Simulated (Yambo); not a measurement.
# GaN (F-43m) in Yambo: further runs, part 2 of 2

Yambo 5.3.0.

## Step 3: Optical spectrum, PBE

optics1.in reads:

```
optics
chi
Chimod= "HARTREE"
% BndsRnXd
 1 | 34 |
%
NGsBlkXd= 3 Ry
% LongDrXd
 1 | 0 | 0 |
%
% QpntsRXd
 1 | 1 |
%
% EnRngeXd
 0 | 20 | eV
%
% DmRngeXd
 0.1 | 0.1 | eV
%
ETStpsXd= 200
```

scf.in reads:

```
&CONTROL
  calculation = 'scf'
  prefix = 'pwscf'
  outdir = './tmp'
  pseudo_dir = './pseudo'
/
&SYSTEM
  ibrav = 0
  nat = 2
  ntyp = 2
  ecutwfc = 84
  nbnd = 15
  occupations = 'smearing'
  smearing = 'fd'
  degauss = 0.00367493
  force_symmorphic = .true.
/
&ELECTRONS
  conv_thr = 4d-10
  electron_maxstep = 120
  mixing_beta = 0.5
/
ATOMIC_SPECIES
Ga    69.7230 Ga.upf
N     14.0070 N.upf
CELL_PARAMETERS angstrom
   0.0000000000    2.2535006075    2.2535006075
   2.2535006075    0.0000000000    2.2535006075
   2.2535006075    2.2535006075    0.0000000000
ATOMIC_POSITIONS crystal
Ga     0.0000000000    0.0000000000    0.0000000000
N      0.2500000000    0.2500000000    0.2500000000
K_POINTS automatic
10 10 10 0 0 0
```

nscf.in reads:

```
&CONTROL
  calculation = 'nscf'
  prefix = 'pwscf'
  outdir = './tmp'
  pseudo_dir = './pseudo'
/
&SYSTEM
  ibrav = 0
  nat = 2
  ntyp = 2
  ecutwfc = 84
  nbnd = 129
  occupations = 'fixed'
  force_symmorphic = .true.
/
&ELECTRONS
  conv_thr = 1d-08
  diago_full_acc = .true.
  diago_thr_init = 1d-06
/
ATOMIC_SPECIES
Ga    69.7230 Ga.upf
N     14.0070 N.upf
CELL_PARAMETERS angstrom
   0.0000000000    2.2535006075    2.2535006075
   2.2535006075    0.0000000000    2.2535006075
   2.2535006075    2.2535006075    0.0000000000
ATOMIC_POSITIONS crystal
Ga     0.0000000000    0.0000000000    0.0000000000
N      0.2500000000    0.2500000000    0.2500000000
K_POINTS automatic
6 6 6 0 0 0
```

Potentials or basis: PseudoDojo 0.4.1 SR PBE standard.

The run is started by

```console
OMP_NUM_THREADS=1 pw.x -in scf.in > scf.out
OMP_NUM_THREADS=1 pw.x -in nscf.in > nscf.out
cd tmp/pwscf.save; p2y; mv SAVE ../..; cd ../..
OMP_NUM_THREADS=1 yambo
OMP_NUM_THREADS=1 yambo -F optics1.in -J optics1 -C optics1_out
```

Yambo's report:

```text
[... sections 02.01 to 02.04 as in the set-up run ...]

  [02.05] Energies & Occupations
  ==============================

  [X] === General ===
  [X] Electronic Temperature                        :  0.000000  0.000000 [eV K]
  [X] Bosonic    Temperature                        :  0.000000  0.000000 [eV K]
  [X] Finite Temperature mode                       : no
  [X] El. density                                   :  0.78645E+24 [cm-3]
  [X] Fermi Level                                   :  10.58998 [eV]

  [X] === Gaps and Widths ===
  [X] Conduction Band Min                           :  1.758635 [eV]
  [X] Valence Band Max                              :  0.000000 [eV]
  [X] Filled Bands                                  :   9
  [X] Empty Bands                                   :   10  129
  [X] Direct Gap                                    :  1.758635 [eV]
  [X] Direct Gap localized at k                     :  1
  [X] Indirect Gap                                  :  1.758635 [eV]
  [X] Indirect Gap between kpts                     :  1  1
  [X] Last valence band width                       :  3.415874 [eV]
  [X] 1st conduction band width                     :  4.785776 [eV]

 [03] Transferred momenta grid and indexing
 ==========================================

 IBZ Q-points                                      :  16
 BZ  Q-points                                      :  216

 K/Q-points units:
 rlu = crystal or reduced units; cc = cartesian coordinates; iku = interal k-units

 Q [ 1]         [rlu]:  0.000000  0.000000  0.000000
 Q [ 2]         [rlu]:  0.28534E-17  0.28534E-17  0.16667
 Q [ 3]         [rlu]:  0.57068E-17  0.57068E-17  0.33333
 Q [ 4]         [rlu]: -0.21514E-16 -0.21514E-16 -0.50000
 Q [ 5]         [rlu]: -0.28532E-17  0.16667      0.16667
 Q [ 6]         [rlu]: -0.16186E-17  0.16667      0.33333
 Q [ 7]         [rlu]: -0.41609E-17  0.16667      0.50000
 Q [ 8]         [rlu]: -0.21514E-16  0.16667     -0.33333
 Q [ 9]         [rlu]:  0.32371E-17  0.16667     -0.16667
 Q [10]         [rlu]: -0.57063E-17  0.33333      0.33333
 Q [11]         [rlu]:  0.16731E-16  0.33333      0.50000
 Q [12]         [rlu]: -0.49037E-16  0.33333     -0.33333
 Q [13]         [rlu]:  0.46183E-16 -0.50000     -0.50000
 Q [14]         [rlu]:  0.166667  0.333333  0.500000
 Q [15]         [rlu]:  0.166667  0.333333 -0.333333
 Q [16]         [rlu]:  0.166667 -0.500000 -0.333333

 [WARNING] [Xd] User bands 1-34 break level degeneracy

 [04] Dipoles
 ============

  [04.01] Setup: observables and procedures
  =========================================

  [WF-Oscillators/G space/Transverse up loader] Normalization (few states)  min/max  :  0.18684E-16   1.0000

  [WR./optics1//ndb.dipoles]------------------------------------------------------
   Brillouin Zone Q/K grids (IBZ/BZ)                :   16  216   16  216
   RL vectors                                       :  2685 [WF]
   Fragmentation                                    : yes
   Electronic Temperature                           :  0.000000 [K]
   Bosonic    Temperature                           :  0.000000 [K]
   DIP band range                                   :    1   34
   DIP band range limits                            :   9  10
   DIP e/h energy range                             : -1.000000 -1.000000 [eV]
   RL vectors in the sum                            :  2685
   [r,Vnl] included                                 : yes
   Bands ordered                                    : yes
   Direct v evaluation                              : no
   Approach used                                    : G-space v
   Dipoles computed                                 : R V P [G-space]
   Wavefunctions                                    : Perdew, Burke & Ernzerhof(X)+Perdew, Burke & Ernzerhof(C)

  [WARNING] [r,Vnl^pseudo] included in position and velocity dipoles.

  [WARNING] In case H contains other non local terms, these are neglected

 [05] Optics
 ===========

 [X-CG] R(p) Tot o/o(of R):    2751   48600     100
```

It took 50 s on 1 thread of Arm Neoverse V2, shared host; peak memory 0.3 GiB.

Results:

```
Band gap on the k mesh, mean-field level                              : 1.76 eV, direct
Electronic dielectric constant along the field                        : 6.56
Electronic dielectric constant along the field, independent particles : 6.82
```

Dielectric function (along the field direction of the input):
```tsv
energy (eV)	real part	imaginary part
0.30	6.60	0.12
0.90	6.97	0.19
1.61	9.90	2.47
2.31	5.24	0.40
3.02	7.21	0.41
3.62	8.65	9.94
4.32	6.61	0.72
5.03	10.20	2.56
5.73	3.87	3.44
6.33	11.58	7.79
7.04	0.71	10.91
7.74	-0.37	3.80
8.44	4.16	2.23
9.05	5.00	5.95
9.75	1.32	6.17
10.45	-1.51	4.53
11.16	1.35	3.37
11.76	-1.97	6.34
12.46	-1.48	4.23
13.17	-2.76	2.90
13.87	-2.57	1.50
14.47	-1.82	1.08
15.18	-0.69	0.59
15.88	-1.06	0.79
16.58	-0.47	0.62
17.19	-0.29	1.07
17.89	0.17	0.72
18.59	-0.47	0.60
19.30	-0.06	0.62
20.00	0.04	0.22
```

Caveat: spectra need much finer meshes, so this one isn't converged; these spectra lack excitons.

## Step 4: Optical spectrum by the Bethe-Salpeter equation, PBE

bse2.in reads:

```
optics
bse
bss
rim_cut
em1s
RandQpts= 1000000
RandGvec= 50 RL
Chimod= "HARTREE"
% BndsRnXs
 1 | 34 |
%
NGsBlkXs= 5 Ry
% LongDrXs
 1 | 0 | 0 |
%
BSKmod= "SEX"
BSEmod= "retarded"
BSSmod= "d"
% BSEQptR
 1 | 1 |
%
% BSEBands
 8 | 11 |
%
BSENGexx= 20 Ry
BSENGBlk= 5 Ry
% BEnRange
 0 | 20 | eV
%
% BDmRange
 0.1 | 0.1 | eV
%
BEnSteps= 200
% BLongDir
 1 | 0 | 0 |
%
BSEprop= "abs"
WRbsWF
% KfnQP_E
 0.5 | 1.0 | 1.0 |
%
```

scf.in is that of step 3.

nscf.in is that of step 3.

Potentials or basis: PseudoDojo 0.4.1 SR PBE standard.

The run is started by

```console
OMP_NUM_THREADS=1 pw.x -in scf.in > scf.out
OMP_NUM_THREADS=1 pw.x -in nscf.in > nscf.out
cd tmp/pwscf.save; p2y; mv SAVE ../..; cd ../..
OMP_NUM_THREADS=1 yambo
mkdir -p bse2; ln -s $PWD/g0w00/ndb.RIM bse2/
OMP_NUM_THREADS=1 yambo -F bse2.in -J bse2 -C bse2_out
OMP_NUM_THREADS=1 ypp -J bse2 -C bse2_out -e s -b 1
```

Yambo's report:

```text
[... sections 02.01 to 02.04 as in the set-up run ...]

  [02.05] Energies & Occupations
  ==============================

  [X] === General ===
  [X] Electronic Temperature                        :  0.000000  0.000000 [eV K]
  [X] Bosonic    Temperature                        :  0.000000  0.000000 [eV K]
  [X] Finite Temperature mode                       : no
  [X] El. density                                   :  0.78645E+24 [cm-3]
  [X] Fermi Level                                   :  10.58998 [eV]

  [X] === Gaps and Widths ===
  [X] Conduction Band Min                           :  1.758635 [eV]
  [X] Valence Band Max                              :  0.000000 [eV]
  [X] Filled Bands                                  :   9
  [X] Empty Bands                                   :   10  129
  [X] Direct Gap                                    :  1.758635 [eV]
  [X] Direct Gap localized at k                     :  1
  [X] Indirect Gap                                  :  1.758635 [eV]
  [X] Indirect Gap between kpts                     :  1  1
  [X] Last valence band width                       :  3.415874 [eV]
  [X] 1st conduction band width                     :  4.785776 [eV]

 [03] Transferred momenta grid and indexing
 ==========================================

 [BZ sampling] Q-grid is User defined and/or read from the database

 IBZ Q-points                                      :  16
 BZ  Q-points                                      :  216

 K/Q-points units:
 rlu = crystal or reduced units; cc = cartesian coordinates; iku = interal k-units

 Q [ 1]         [rlu]:  0.000000  0.000000  0.000000
 Q [ 2]         [rlu]:  0.28534E-17  0.28534E-17  0.16667
 Q [ 3]         [rlu]:  0.57068E-17  0.57068E-17  0.33333
 Q [ 4]         [rlu]: -0.21514E-16 -0.21514E-16 -0.50000
 Q [ 5]         [rlu]: -0.28532E-17  0.16667      0.16667
 Q [ 6]         [rlu]: -0.16186E-17  0.16667      0.33333
 Q [ 7]         [rlu]: -0.41609E-17  0.16667      0.50000
 Q [ 8]         [rlu]: -0.21514E-16  0.16667     -0.33333
 Q [ 9]         [rlu]:  0.32371E-17  0.16667     -0.16667
 Q [10]         [rlu]: -0.57063E-17  0.33333      0.33333
 Q [11]         [rlu]:  0.16731E-16  0.33333      0.50000
 Q [12]         [rlu]: -0.49037E-16  0.33333     -0.33333
 Q [13]         [rlu]:  0.46183E-16 -0.50000     -0.50000
 Q [14]         [rlu]:  0.166667  0.333333  0.500000
 Q [15]         [rlu]:  0.166667  0.333333 -0.333333
 Q [16]         [rlu]:  0.166667 -0.500000 -0.333333

  [03.01] X + BSE indexes
  =======================

   [03.01.01] Sigma indexes
   ========================

   [WR./SAVE//ndb.kindx]-----------------------------------------------------------
    Fragmentation                                    : no
    Polarization last K ( bz)                        :  216
    Polarization last K (ibz)                        :  16
    QP states                                        :   1  16
    X grid is uniform                                : yes
    Grids (string)                                   :  X B S
    Grids (int-vector)                               :  1  1  0  1

 [04] Coloumb potential Random Integration (RIM)
 ===============================================

 Summary of Coulomb integrals for non-metallic bands |Q|[au] RIM/Bare

 Q [1] 0.100000E-4 0.995998 * Q [2] 0.212962 1.064319
 Q [5] 0.245908 1.063520 * Q [9] 0.347766 1.026772
 Q [6] 0.407792 1.019084 * Q [3] 0.425925 1.016617
[... 183 lines left out ...]
 [X-CG] R(p) Tot o/o(of R):    5205   48600     100
 [X-CG] R(p) Tot o/o(of R):   14565   48600     100
 [X-CG] R(p) Tot o/o(of R):   14144   48600     100
 [X-CG] R(p) Tot o/o(of R):   11582   48600     100

 [08] Bethe Salpeter Equation driver
 ===================================

  [08.01] Bethe Salpeter Equation @q1
  ===================================

   [08.01.01] Transition pre-analysis @q1
   ======================================

   [08.01.02] Transition Groups build-up @q1
   =========================================

   [BSK] Transition groups (total):  16
   [BSK] Size (resonant):   864
   [BSK]         (total):   864
   [BSK] N. of matrices :  1

   [08.01.03] Loading Dipoles @q1
   ==============================

   [08.01.04] Independent Particles properties @q1
   ===============================================

   [08.01.05] BSE Kernel @q1 (Resonant CORRRELATION EXCHANGE)
   ==========================================================

   [BSE] Exchange components :  283
   [BSE] Correlation components :   51  229

    [08.01.05.01] Screened interaction header I/O
    =============================================

    [08.01.05.02] Main kernel loop
    ==============================

    [WR./bse2//ndb.BS_Q1_CPU_0]-----------------------------------------------------
     Brillouin Zone Q/K grids (IBZ/BZ)                :   16  216   16  216
     RL vectors                                       :  2685 [WF]
     Coulomb cutoff potential                         : none
     Parallel CPUs
     Parallel Roles
     Fragmentation                                    : no
     BS kernel          wavefunctions                 : Perdew, Burke & Ernzerhof(X)+Perdew, Burke & Ernzerhof(C)
     Static diel. fun.  energies                      : Perdew, Burke & Ernzerhof(X)+Perdew, Burke & Ernzerhof(C)
     wavefunctions                                    : Perdew, Burke & Ernzerhof(X)+Perdew, Burke & Ernzerhof(C)
     [K] Identifier                                   :   7721
     [K] Dimension                                    :   864
     [K] Bands                                        :   8  11
     [K] Exchange                                     : yes [res]
     [K] Correlation                                  : yes [res]
     [K] Kernel`s coupling                            : no
     [K] Exchange                                     : no [cpl]
     [K] Correlation                                  : no [cpl]
     [K] W interaction is bare                        : no
     [K] ALDA kernel in R-space                       : no
     [K] RL vectors                                   :  283 [exchange]
     [K] RL vectors                                   :   51 [correlation]
     [K] E/h energy range                             : -1.000000 -1.000000 [eV]
     [K] Coupling range                               :  100.0000  100.0000 [o/o]
     [W] Interaction is diagonal                      : no
     [W] Matrix size                                  :   51
     [W] Bands                                        :    1   34
     [W] e/h energy range                             : -1.000000 -1.000000 [eV]
     [W] Poles                                        :  100.0000 [o/o]
     [W] RL vectors in the sum                        :  2685
     [W] [r,Vnl] included                             : yes
     [W] Field direction                              :  0.100000E-4   0.00000      0.00000
     [W] Coulomb Cutoff                               : none
     [W] Hxc Kernel                                   : HARTREE
     [RIM] RL components                              :   51 [col]
     [RIM] Random points                              :  1000000 [col]
     [SOC] Perturbative SOC                           : no
     [K] Kernel long-range exchange                   : BAR

    [08.01.05.03] Wave-Function Phases
    ==================================

    [BSE] WF phases found       :  67.41536 [o/o]

   [08.01.06] BSE solver(s) @q1
   ============================

   [08.01.07] Diago Solver @q1
   ===========================

   [WR./bse2//ndb.BS_diago_Q1]-----------------------------------------------------
    BS kernel          energies                      : Perdew, Burke & Ernzerhof(X)+Perdew, Burke & Ernzerhof(C)+ user defined corrections @E
    [K] Identifier                                   :   7721
    [K] Dimension                                    :   864
    [K] Bands                                        :   8  11
    [K] Exchange                                     : yes [res]
    [K] Correlation                                  : yes [res]
    [K] Kernel`s coupling                            : no
    [K] Exchange                                     : no [cpl]
    [K] Correlation                                  : no [cpl]
    [K] W interaction is bare                        : no
    [K] ALDA kernel in R-space                       : no
    [K] RL vectors                                   :  283 [exchange]
    [K] RL vectors                                   :   51 [correlation]
    [K] E/h energy range                             : -1.000000 -1.000000 [eV]
    [K] Coupling range                               :  100.0000  100.0000 [o/o]
    [W] Interaction is diagonal                      : no
    [W] Matrix size                                  :   51
    [W] Bands                                        :    1   34
    [W] e/h energy range                             : -1.000000 -1.000000 [eV]
    [W] Poles                                        :  100.0000 [o/o]
    [W] RL vectors in the sum                        :  2685
    [W] [r,Vnl] included                             : yes
    [W] Field direction                              :  0.100000E-4   0.00000      0.00000
    [W] Coulomb Cutoff                               : none
    [W] Hxc Kernel                                   : HARTREE
    [RIM] RL components                              :   51 [col]
    [RIM] Random points                              :  1000000 [col]
    [SOC] Perturbative SOC                           : no
    [K] Kernel long-range exchange                   : BAR
    [BSS] Eigenstates included                       : yes
    [BSS] Field direction                            :  0.100000E-4   0.00000      0.00000
    [BSS] Eigenstates computed                       :   864
    [BSS] Number of BSE matrices                     :  1
```

Wall time 1.7 min (1 thread of Arm Neoverse V2, shared host); peak memory 0.3 GiB.

What came out:

- Band gap on the k mesh, mean-field level: 1.76 eV, direct
- Exciton binding energy: 0.32 eV
- Lowest exciton energy: 1.94 eV
- Lowest bright exciton energy: 1.94 eV

Dielectric function (along the field direction of the input):
| energy (eV) | real part | imaginary part |
| --- | --- | --- |
| 0.30 | 5.36 | 0.01 |
| 0.90 | 5.55 | 0.05 |
| 1.61 | 6.39 | 0.32 |
| 2.31 | 5.27 | 0.34 |
| 3.02 | 7.22 | 0.40 |
| 3.62 | 13.45 | 6.56 |
| 4.32 | 5.24 | 0.91 |
| 5.03 | 8.52 | 3.10 |
| 5.73 | 4.94 | 4.28 |
| 6.33 | 4.63 | 11.17 |
| 7.04 | -4.57 | 12.60 |
| 7.74 | -0.91 | 4.87 |
| 8.44 | 1.45 | 1.33 |
| 9.05 | 1.30 | 6.76 |
| 9.75 | -3.99 | 2.67 |
| 10.45 | -2.66 | 1.99 |
| 11.16 | -2.49 | 0.48 |
| 11.76 | -1.69 | 0.20 |
| 12.46 | -1.04 | 0.11 |
| 13.17 | -0.62 | 0.05 |
| 13.87 | -0.36 | 0.03 |
| 14.47 | -0.19 | 0.02 |
| 15.18 | -0.03 | 0.02 |
| 15.88 | 0.09 | 0.02 |
| 16.58 | 0.19 | 0.01 |
| 17.19 | 0.26 | 0.01 |
| 17.89 | 0.33 | 0.01 |
| 18.59 | 0.39 | 0.01 |
| 19.30 | 0.45 | 0.01 |
| 20.00 | 0.49 | 0.01 |

Lowest exciton energies (eV): 1.94, 1.94, 3.73, 3.74, 3.74, 3.79, 3.79, 3.79

Excitons:
| energy (eV) | strength (relative to the strongest) |
| --- | --- |
| 1.939 | 0.046 |
| 1.940 | 0.22 |
| 3.735 | 0.86 |
| 3.739 | 0.28 |
| 3.740 | 0.12 |
| 3.791 | 1.8e-09 |
| 3.791 | 1.3e-09 |
| 3.791 | 8.4e-10 |
| 3.803 | 2e-06 |
| 3.803 | 5.8e-09 |
| 3.836 | 4e-10 |
| 3.836 | 5.9e-09 |

Caveat: the scissor is the correction of the direct gap in an earlier G0W0 run on the same states; exciton energies and binding change strongly with the k mesh and aren't converged on this one; spectra need much finer meshes, so this one isn't converged.

## Step 5: How close it comes

Step 2. Against the measured gap of GaN, 3.299 eV (direct; 0 K; a printed reference work, textbook), the calculated 2.26 eV is off by -1.04 eV. Spin-orbit coupling on Ga is left out. The value is that of G0W0 on PBE, without temperature or zero-point motion. The cell is a database's relaxed one, not the measured one, which moves gaps too.

Step 3. Against the measured gap of GaN, 3.299 eV (direct; 0 K; a printed reference work, textbook), the calculated 1.76 eV is off by -1.54 eV. Spin-orbit coupling on Ga is left out. The value is that of PBE on a finite k mesh, which can miss the band edges, without temperature or zero-point motion. Semilocal functionals fall short of measured gaps as a rule. The cell is a database's relaxed one, not the measured one, which moves gaps too.

Step 4. Measured gap of GaN: 3.299 eV (direct; 0 K; a printed reference work, textbook). This calculation gives 1.76 eV (-1.54 eV). Spin-orbit coupling on Ga is left out. The value is that of PBE on a finite k mesh, which can miss the band edges, without temperature or zero-point motion. Semilocal functionals fall short of measured gaps as a rule. The cell is a database's relaxed one, not the measured one, which moves gaps too.
